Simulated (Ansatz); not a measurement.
# Ir: substituted relatives

The task here is to estimate one member of a computed series from the others.

Computed with Ansatz 0.2.0 (DFT PBEsol, scalar-relativistic, plane waves, PAW, unless a step's input says otherwise).

1 further run of the same task is left out (set aside as unsound or not needed).

## The starting structure

The structure is cubic, space group Fm-3m (No. 225). The conventional cell has a = 3.830 Å, b = 3.830 Å, c = 3.830 Å, α = 90.00°, β = 90.00°, γ = 90.00°. Ir (site symmetry m-3m) has 12 Ir at 2.71 Å as nearest neighbours.

Coordinates:

```xyz
1
Lattice="0.0000 1.9151 1.9151 1.9151 0.0000 1.9151 1.9151 1.9151 0.0000" Properties=species:S:1:pos:R:3 pbc="T T T"
Ir    0.0000    0.0000    0.0000
```

It goes back to an entry of the Materials Project.

This cell was relaxed beforehand with the same method: volume 14.05 Å³/atom, gap on the mesh none (metal).

The first run:

File input.yaml:

```yaml
crystal:
  lattice:
    - [0.0, 1.6327873148, 1.6327873148]
    - [1.6327873148, 0.0, 1.6327873148]
    - [1.6327873148, 1.6327873148, 0.0]
  atoms:
    - { symbol: Si, position: [0.0, 0.0, 0.0] }
basis:
  ecutwfc: 420
kpoints:
  mp_grid: { grid: [10, 10, 10] }
hamiltonian:
  xc: pbesol
scf:
  occupations: { method: gaussian, width: 0.1 }
output:
  forces: true
  stress: true
  eigenvalues: true
```

On the command line:

```
ansatz run input.yaml --threads 1 --pin off --max-ram 2560MiB --backend cpu --events-out ev --progress --plain --runs-dir out
```

Steps of the session up to this table: Probe: one point at the start (Si); A loose first relaxation (Si); The relaxation (Si); Quick check of gap, pressure and forces (Zr); Full relaxation (Zr).

One table of the session follows, with a row left open; its other results are not shown here.

Lengths are those of the vectors of the cell that was run:

```
   swap  volume (Å³/atom)  a (Å)  b (Å)  c (Å)
   none             14.05  2.708  2.708  2.708
Ir → Pb             30.04  3.489  3.489  3.489
Ir → Ti             16.68  2.868  2.868  2.868
Ir → Os             13.94  2.702  2.702  2.702
Ir → Ru                 ?      ?      ?      ?
Ir → Si             14.14  2.714  2.714  2.714
Ir → Zr             22.23  3.156  3.156  3.156
```

Q: Estimate the row for Ir → Ru from the others.

**Answer.** volume (Å³/atom): 13.38; a (Å): 2.665; b (Å): 2.665; c (Å): 2.665. In the column «volume (Å³/atom)» it is the lowest.

Lengths are those of the computed cell. Rows of earlier swaps come from the sessions before.
